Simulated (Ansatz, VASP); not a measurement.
## SiC (SiC (P6_3mc)): VASP beside Ansatz

Wanted: the spread between two codes on one cell, functional and k mesh. The cell is taken from a series of runs on this material, whose earlier steps may have relaxed, scaled, displaced or heated it; both programs get it as it stands.

Main program and level: Ansatz 0.2.0; plane waves, with VASP 6.6.1 beside it; r2SCAN.

## 1. The starting structure

The structure is orthorhombic, space group Cmc2_1 (No. 36). The conventional cell has a = 3.079 Å, b = 5.332 Å, c = 15.108 Å, α = 90.00°, β = 90.00°, γ = 90.00°. Nearest to Si lie 4 C at 1.88 to 1.89 Å. Si has 4 C at 1.88 to 1.89 Å nearest. C has 4 Si at 1.88 to 1.89 Å nearest. Nearest to C lie 4 Si at 1.88 to 1.89 Å. Farther neighbours are not listed.

Coordinates:

```cif
data_structure
_symmetry_space_group_name_H-M 'Cmc2_1'
_symmetry_Int_Tables_number 36
_cell_length_a 3.0787
_cell_length_b 5.3324
_cell_length_c 15.1079
_cell_angle_alpha 90.000
_cell_angle_beta 90.000
_cell_angle_gamma 90.000
_cell_volume 248.02
loop_
_atom_site_label
_atom_site_type_symbol
_atom_site_symmetry_multiplicity
_atom_site_Wyckoff_symbol
_atom_site_fract_x
_atom_site_fract_y
_atom_site_fract_z
_atom_site_occupancy
Si1 Si 4 a 0.00000 0.83482 0.16706 1
Si2 Si 4 a 0.00000 0.16687 0.33355 1
Si3 Si 4 a 0.00000 0.50119 0.00033 1
C1 C 4 a 0.00000 0.83405 0.29194 1
C2 C 4 a 0.00000 0.16592 0.45844 1
C3 C 4 a 0.00000 0.50203 0.12557 1
```

## 2. VASP: single point, r2SCAN

A single point takes one fixed geometry, so differences don't come from the geometry; what else differs is listed under the comparison.

Lines of VASP's logs that name or quote its potential files are left out, and so is its time.

Input file INCAR:

```
SYSTEM = SiC
PREC = Accurate
ENCUT = 580
EDIFF = 1E-06
NELM = 120
ISMEAR = -1
SIGMA = 0.01
LREAL = .FALSE.
ALGO = Normal
METAGGA = R2SCAN
LASPH = .TRUE.
NBANDS = 36
LORBIT = 11
LWAVE = .FALSE.
LCHARG = .FALSE.
ISIF = 2
ISYM = 2
GGA_COMPAT = .FALSE.
EFERMI = MIDGAP
LMIXTAU = .TRUE.
KPAR = 8
```

Input file POSCAR:

```
SiC
1.0
    3.0786649786      0.0000000000      0.0000000000
   -1.5393324893      2.6662020812      0.0000000000
    0.0000000000      0.0000000000     15.1078644000
Si C
6 6
Direct
    0.3347715156      0.6651398843      0.8329399757
    0.6651398843      0.3347715156      0.3329399757
    0.6668140964      0.3330714336      0.6664455244
    0.3330714336      0.6668140964      0.1664455244
    0.0012668196      0.9988863828      0.9996709553
    0.9988863828      0.0012668196      0.4996709553
    0.3339888503      0.6658796305      0.7080564876
    0.6658796305      0.3339888503      0.2080564876
    0.6660325720      0.3341870036      0.5415571981
    0.3341870036      0.6660325720      0.0415571981
    0.0020097232      0.9979520882      0.8744308589
    0.9979520882      0.0020097232      0.3744308589
```

Input file KPOINTS:

```
Points of the shifted mesh
72
Reciprocal
 0.0833333333  0.0833333333  0.2500000000 1
 0.0833333333  0.0833333333  0.7500000000 1
 0.0833333333  0.2500000000  0.2500000000 1
 0.0833333333  0.2500000000  0.7500000000 1
 0.0833333333  0.4166666667  0.2500000000 1
 0.0833333333  0.4166666667  0.7500000000 1
 0.0833333333  0.5833333333  0.2500000000 1
 0.0833333333  0.5833333333  0.7500000000 1
 0.0833333333  0.7500000000  0.2500000000 1
 0.0833333333  0.7500000000  0.7500000000 1
 0.0833333333  0.9166666667  0.2500000000 1
 0.0833333333  0.9166666667  0.7500000000 1
 0.2500000000  0.0833333333  0.2500000000 1
 0.2500000000  0.0833333333  0.7500000000 1
 0.2500000000  0.2500000000  0.2500000000 1
 0.2500000000  0.2500000000  0.7500000000 1
 0.2500000000  0.4166666667  0.2500000000 1
 0.2500000000  0.4166666667  0.7500000000 1
 0.2500000000  0.5833333333  0.2500000000 1
 0.2500000000  0.5833333333  0.7500000000 1
 0.2500000000  0.7500000000  0.2500000000 1
 0.2500000000  0.7500000000  0.7500000000 1
 0.2500000000  0.9166666667  0.2500000000 1
 0.2500000000  0.9166666667  0.7500000000 1
 0.4166666667  0.0833333333  0.2500000000 1
 0.4166666667  0.0833333333  0.7500000000 1
 0.4166666667  0.2500000000  0.2500000000 1
 0.4166666667  0.2500000000  0.7500000000 1
 0.4166666667  0.4166666667  0.2500000000 1
 0.4166666667  0.4166666667  0.7500000000 1
 0.4166666667  0.5833333333  0.2500000000 1
 0.4166666667  0.5833333333  0.7500000000 1
 0.4166666667  0.7500000000  0.2500000000 1
 0.4166666667  0.7500000000  0.7500000000 1
 0.4166666667  0.9166666667  0.2500000000 1
 0.4166666667  0.9166666667  0.7500000000 1
 0.5833333333  0.0833333333  0.2500000000 1
 0.5833333333  0.0833333333  0.7500000000 1
 0.5833333333  0.2500000000  0.2500000000 1
 0.5833333333  0.2500000000  0.7500000000 1
 0.5833333333  0.4166666667  0.2500000000 1
 0.5833333333  0.4166666667  0.7500000000 1
 0.5833333333  0.5833333333  0.2500000000 1
 0.5833333333  0.5833333333  0.7500000000 1
 0.5833333333  0.7500000000  0.2500000000 1
 0.5833333333  0.7500000000  0.7500000000 1
 0.5833333333  0.9166666667  0.2500000000 1
 0.5833333333  0.9166666667  0.7500000000 1
 0.7500000000  0.0833333333  0.2500000000 1
 0.7500000000  0.0833333333  0.7500000000 1
 0.7500000000  0.2500000000  0.2500000000 1
 0.7500000000  0.2500000000  0.7500000000 1
 0.7500000000  0.4166666667  0.2500000000 1
 0.7500000000  0.4166666667  0.7500000000 1
 0.7500000000  0.5833333333  0.2500000000 1
 0.7500000000  0.5833333333  0.7500000000 1
 0.7500000000  0.7500000000  0.2500000000 1
 0.7500000000  0.7500000000  0.7500000000 1
 0.7500000000  0.9166666667  0.2500000000 1
 0.7500000000  0.9166666667  0.7500000000 1
 0.9166666667  0.0833333333  0.2500000000 1
 0.9166666667  0.0833333333  0.7500000000 1
 0.9166666667  0.2500000000  0.2500000000 1
 0.9166666667  0.2500000000  0.7500000000 1
 0.9166666667  0.4166666667  0.2500000000 1
 0.9166666667  0.4166666667  0.7500000000 1
 0.9166666667  0.5833333333  0.2500000000 1
 0.9166666667  0.5833333333  0.7500000000 1
 0.9166666667  0.7500000000  0.2500000000 1
 0.9166666667  0.7500000000  0.7500000000 1
 0.9166666667  0.9166666667  0.2500000000 1
 0.9166666667  0.9166666667  0.7500000000 1
```

The projector-augmented-wave data sets are Si and C (PBE family, release 64).

Launch:

```sh
> mpirun -np 8 vasp_std
```

Numbers of over 12 decimals in the logs are rounded to 6 here.

The program printed:

```text
[banner, memory and clock lines left out]
running    8 mpi-ranks, on    1 nodes
 distrk:  each k-point on    1 cores,    8 groups
 distr:  one band on    1 cores,    1 groups

 POSCAR found type information on POSCAR SiC
 POSCAR found :  2 types and      12 ions
|                                                                             |
|           W    W    AA    RRRRR   N    N  II  N    N   GGGG   !!!           |
|           W    W   A  A   R    R  NN   N  II  NN   N  G    G  !!!           |
|           W    W  A    A  R    R  N N  N  II  N N  N  G       !!!           |
|           W WW W  AAAAAA  RRRRR   N  N N  II  N  N N  G  GGG   !            |
|           WW  WW  A    A  R   R   N   NN  II  N   NN  G    G                |
|           W    W  A    A  R    R  N    N  II  N    N   GGGG   !!!           |
|                                                                             |
|     For optimal performance we recommend to set                             |
|       NCORE = 2 up to number-of-cores-per-socket                            |
|     NCORE specifies how many cores store one orbital (NPAR=cpu/NCORE).      |
|     This setting can greatly improve the performance of VASP for DFT.       |
|     The default, NCORE=1 might be grossly inefficient on modern             |
|     multi-core architectures or massively parallel machines. Do your        |
|     Unfortunately you need to use the default for GW and RPA                |
|     calculations (for HF NCORE is supported but not extensively tested      |
|     yet).                                                                   |
|                                                                             |

|                                                                             |
|               ----> ADVICE to this user running VASP <----                  |
|                                                                             |
|     You enforced a specific xc type in the INCAR file but a different       |
|     [... a line on the potential file left out ...]
|     I HOPE YOU KNOW WHAT YOU ARE DOING!                                     |
|                                                                             |

 LDA part: xc-table for (None), standard interpolation
 POSCAR, INCAR and KPOINTS ok, starting setup
 FFT: planning ... GRIDC
 FFT: planning ... GRID_SOFT
 FFT: planning ... GRID
 WAVECAR not read
 entering main loop
       N       E                     dE             d eps       ncg     rms          rms(c)
DAV:   1     0.110291274766E+03    0.11029E+03   -0.23999E+04  5184   0.134E+03
DAV:   2    -0.120979382692E+03   -0.23127E+03   -0.21656E+03  6712   0.227E+02
DAV:   3    -0.133775394513E+03   -0.12796E+02   -0.12701E+02  6808   0.498E+01
DAV:   4    -0.133964274323E+03   -0.18888E+00   -0.18845E+00  6688   0.693E+00
DAV:   5    -0.133968140649E+03   -0.38663E-02   -0.38630E-02  6548   0.945E-01    0.225E+01
DAV:   6    -0.122448177214E+03    0.11520E+02   -0.30567E+01  6384   0.213E+01    0.127E+01
DAV:   7    -0.115886797862E+03    0.65614E+01   -0.22747E+00  6520   0.746E+00    0.498E+00
DAV:   8    -0.121863842965E+03   -0.59770E+01   -0.15185E+00  5532   0.690E+00    0.357E+00
DAV:   9    -0.118734769700E+03    0.31291E+01   -0.43657E-01  5684   0.394E+00    0.160E+00
DAV:  10    -0.116299338944E+03    0.24354E+01   -0.63147E-01  5476   0.506E+00    0.546E-01
DAV:  11    -0.116005931337E+03    0.29341E+00   -0.26188E-02  6740   0.102E+00    0.455E-01
DAV:  12    -0.115937884884E+03    0.68046E-01   -0.20199E-02  5768   0.944E-01    0.310E-01
DAV:  13    -0.115974633721E+03   -0.36749E-01   -0.51873E-02  5464   0.166E+00    0.763E-02
DAV:  14    -0.115964428495E+03    0.10205E-01   -0.33828E-03  6736   0.356E-01    0.128E-01
DAV:  15    -0.115976476321E+03   -0.12048E-01   -0.33166E-03  5628   0.405E-01    0.102E-01
DAV:  16    -0.115980565663E+03   -0.40893E-02   -0.14548E-03  5600   0.273E-01    0.462E-02
DAV:  17    -0.115980639191E+03   -0.73527E-04   -0.80944E-05  6744   0.427E-02    0.352E-02
DAV:  18    -0.115980068243E+03    0.57095E-03   -0.81020E-05  5676   0.666E-02    0.361E-02
DAV:  19    -0.115980620839E+03   -0.55260E-03   -0.30380E-04  5536   0.121E-01    0.381E-02
DAV:  20    -0.115980637886E+03   -0.17046E-04   -0.14822E-05  5800   0.256E-02    0.271E-02
DAV:  21    -0.115980638410E+03   -0.52436E-06   -0.46741E-07  4364   0.410E-03
   1 F= -.11598064E+03 E0= -.11598064E+03  d E =0.000000E+00
```

Parts of OUTCAR (step 2):

```text
ion  position               nearest neighbor table
   1  0.335  0.665  0.833-  11 1.88  11 1.89  11 1.89   7 1.89   3 3.08   3 3.08   3 3.08   5 3.08
                             5 3.08   5 3.08
   2  0.665  0.335  0.333-  12 1.88  12 1.89  12 1.89   8 1.89   4 3.08   4 3.08   4 3.08   6 3.08
                             6 3.08   6 3.08
   3  0.667  0.333  0.666-   7 1.88   7 1.89   7 1.89   9 1.89   1 3.08   6 3.08   1 3.08   1 3.08
                             6 3.09   6 3.09
   4  0.333  0.667  0.166-   8 1.88   8 1.89   8 1.89  10 1.89   2 3.08   5 3.08   2 3.08   2 3.08
                             5 3.09   5 3.09
   5  0.001  0.999  1.000-  10 1.88  10 1.89  10 1.89  11 1.89   4 3.08   1 3.08   1 3.08   1 3.08
                             4 3.09   4 3.09
   6  0.999  0.001  0.500-   9 1.88   9 1.89   9 1.89  12 1.89   3 3.08   2 3.08   2 3.08   2 3.08
                             3 3.09   3 3.09
   7  0.334  0.666  0.708-   3 1.88   3 1.89   3 1.89   1 1.89
   8  0.666  0.334  0.208-   4 1.88   4 1.89   4 1.89   2 1.89
   9  0.666  0.334  0.542-   6 1.88   3 1.89   6 1.89   6 1.89
  10  0.334  0.666  0.042-   5 1.88   4 1.89   5 1.89   5 1.89
  11  0.002  0.998  0.874-   1 1.88   1 1.89   1 1.89   5 1.89
  12  0.998  0.002  0.374-   2 1.88   2 1.89   2 1.89   6 1.89

  LATTYP: Found a hexagonal cell.
 ALAT       =     3.0786649786
 C/A-ratio  =     4.9072778315

 Subroutine GETGRP returns: Found  2 space group operations
 (whereof  1 operations were pure point group operations)

The static configuration has the point symmetry C_1 .
 The point group associated with its full space group is C_1h.

   k-points           NKPTS =     72   k-points in BZ     NKDIM =     72   number of bands    NBANDS=     36

   dimension x,y,z NGX =    24 NGY =   24 NGZ =  120
   dimension x,y,z NGXF=    48 NGYF=   48 NGZF=  240

   ENCUT  =  580.0 eV  42.63 Ry    6.53 a.u.   6.05  6.05 29.67*2*pi/ulx,y,z

   NELECT =      48.0000    total number of electrons

 k-points in reciprocal lattice and weights: Points of the shifted mesh
   0.08333333  0.08333333  0.25000000       0.014
   0.08333333  0.08333333  0.75000000       0.014
   0.08333333  0.25000000  0.25000000       0.014
   0.08333333  0.25000000  0.75000000       0.014
   0.08333333  0.41666667  0.25000000       0.014
   0.08333333  0.41666667  0.75000000       0.014
   0.08333333  0.58333333  0.25000000       0.014
   0.08333333  0.58333333  0.75000000       0.014
   0.08333333  0.75000000  0.25000000       0.014
[...]
0.91666667  0.91666667  0.25000000       0.014
   0.91666667  0.91666667  0.75000000       0.014

 average (electrostatic) potential at core
       1 -83.2896       2 -83.2896       3 -83.3057       4 -83.3057       5 -83.3519
       6 -83.3519       7 -46.6542       8 -46.6542       9 -46.7157      10 -46.7157
      11 -46.6352      12 -46.6352

 E-fermi :   9.3226

 k-point     1 :       0.0833    0.0833    0.2500
  band No.  band energies     occupation
    ...
     20       7.1516      2.00000
     21       7.1688      2.00000
     22       7.4071      2.00000
     23       7.6250      2.00000
     24       7.7618      2.00000
     25      14.2189      0.00000
     26      14.2649      0.00000
     27      14.4503      0.00000
     28      14.5554      0.00000
     29      14.7951      0.00000
    ...

 k-point     2 :       0.0833    0.0833    0.7500
  band No.  band energies     occupation
    ...
     20       7.1518      2.00000
     21       7.1686      2.00000
     22       7.4067      2.00000
     23       7.6251      2.00000
     24       7.7619      2.00000
     25      14.2189      0.00000
     26      14.2649      0.00000
     27      14.4500      0.00000
     28      14.5556      0.00000
     29      14.7950      0.00000
    ...

 k-point     3 :       0.0833    0.2500    0.2500
  band No.  band energies     occupation
    ...
     20       6.0115      2.00000
     21       6.2273      2.00000
     22       6.7125      2.00000
     23       6.9067      2.00000
     24       7.1634      2.00000
     25      12.1951      0.00000
     26      12.2795      0.00000
     27      13.1212      0.00000
     28      13.4496      0.00000
     29      14.3000      0.00000
    ...

  Total       -0.2993503     -0.3833585     -0.1812039     -0.0727532     -0.0009803     -0.0005660
  in kB       -3.8675128     -4.9528721     -2.3410984     -0.9399487     -0.0126651     -0.0073123
  external PRESSURE =      -3.7204944 kB  Pullay stress =       0.0000000 kB

  energy-cutoff  :      580.00
  volume of cell :      124.01
      direct lattice vectors                 reciprocal lattice vectors
     3.078664979  0.000000000  0.000000000     0.324816116  0.187532672  0.000000000
    -1.539332489  2.666202081  0.000000000     0.000000000  0.375065344  0.000000000
     0.000000000  0.000000000 15.107864400     0.000000000  0.000000000  0.066190692

 POSITION                                       TOTAL-FORCE (eV/Angst)
 -----------------------------------------------------------------------------------
      0.00678      1.77340     12.58394         0.033511     -0.017764      0.027997
      1.53242      0.89257      5.03001        -0.032140      0.020140      0.027997
      1.54019      0.88804     10.06857         0.030375     -0.016496      0.028417
     -0.00103      1.77786      2.51464        -0.029474      0.018058      0.028417
     -1.53372      2.66323     15.10289        -0.029618      0.017988      0.026656
      3.07329      0.00338      7.54896         0.030387     -0.016656      0.026656
      0.00323      1.77537     10.69722        -0.034145      0.020628     -0.032316
      1.53590      0.89048      3.14329         0.034937     -0.019256     -0.032316
      1.53607      0.89101      8.18177        -0.024621      0.010559     -0.018435
      0.00360      1.77578      0.62784         0.021455     -0.016043     -0.018435
     -1.52999      2.66074     13.21078        -0.062709      0.035433     -0.032319
      3.06927      0.00536      5.65685         0.062041     -0.036591     -0.032319
 -----------------------------------------------------------------------------------
    total drift:                               -0.000001     -0.000002     -0.002421

  FREE ENERGIE OF THE ION-ELECTRON SYSTEM (eV)
  ---------------------------------------------------
  free  energy   TOTEN  =      -115.9806384100 eV

  energy  without entropy=     -115.9806384100  energy(sigma->0) =     -115.98063841

 total charge
# of ion       s       p       d       tot
------------------------------------------
    1        0.703   0.978   0.000   1.681
    2        0.703   0.978   0.000   1.681
    3        0.702   0.981   0.000   1.683
    4        0.702   0.981   0.000   1.683
    5        0.702   0.980   0.000   1.682
    6        0.702   0.980   0.000   1.682
    7        0.849   1.715   0.000   2.565
    8        0.849   1.715   0.000   2.565
    9        0.850   1.714   0.000   2.564
   10        0.850   1.714   0.000   2.564
   11        0.850   1.716   0.000   2.566
   12        0.850   1.716   0.000   2.566
--------------------------------------------------
tot          9.311  16.169   0.000  25.480

[... 3 further parts left out ...]
```

The run ends at a pressure of -0.37 GPa, with forces up to 0.079 eV/Å.

(Continued in part 2 of 2.)

[Lines on the potential files, build, host, timing and source positions are cut from VASP's logs without a mark.]

[Logs are printed without paths, hosts, clocks, repeated set-up lines and the standing remarks that a program may print on its own settings, such as how far it seeks lower states.]

[Hosts, paths, dates, database ids (printed as entryN), source tags and the programs' standing remarks are cut or masked in the printed files.]
